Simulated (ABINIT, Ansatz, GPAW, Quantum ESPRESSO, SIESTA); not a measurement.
ZrC: 5 runs at one level of theory

```xyz
4
Lattice="3.3915 0.0000 0.0000 -1.6957 2.9371 0.0000 0.0000 0.0000 5.2901" Properties=species:S:1:pos:R:3 pbc="T T T"
Zr    1.6957    0.9790    3.9675
Zr    0.0000    1.9581    1.3225
C     0.0000    0.0000    2.6450
C     0.0000    0.0000    0.0000
```

The cell comes from a database or a generator and needn't be the stable form of this composition.

Alike in all runs: task single point; functional PBEsol; k mesh 9 × 9 × 5; occupations fermi-dirac, width 0.05 eV; no spin polarisation; no spin-orbit coupling. Pressure is positive in compression and, in plane waves, holds the error of the finite cutoff.

```tsv
program and potentials	plane-wave cutoff (eV)	notes	pressure (GPa)
Quantum ESPRESSO, GBRV 1.5 PBEsol	612	-	-7.94
Ansatz, all-electron LAPW, scalar-relativistic	-	-	-7.77
ABINIT, PseudoDojo NC SR PBEsol v0.4.1 standard	1116	-	?
SIESTA, files PseudoDojo sr-pbesol-0.4.1-standard, DZP (energy shift 0.003 Ry; two zetas on semicore shells)	-	atomic basis	-5.72
GPAW, PAW data sets generated for this functional	800	-	-8.69
```

Task: Estimate from the other rows what the run with ABINIT, PseudoDojo NC SR PBEsol v0.4.1 standard gave.

Result: Pressure -7.59 GPa. The other rows, which needn't bracket it: pressure -8.69 to -5.72.
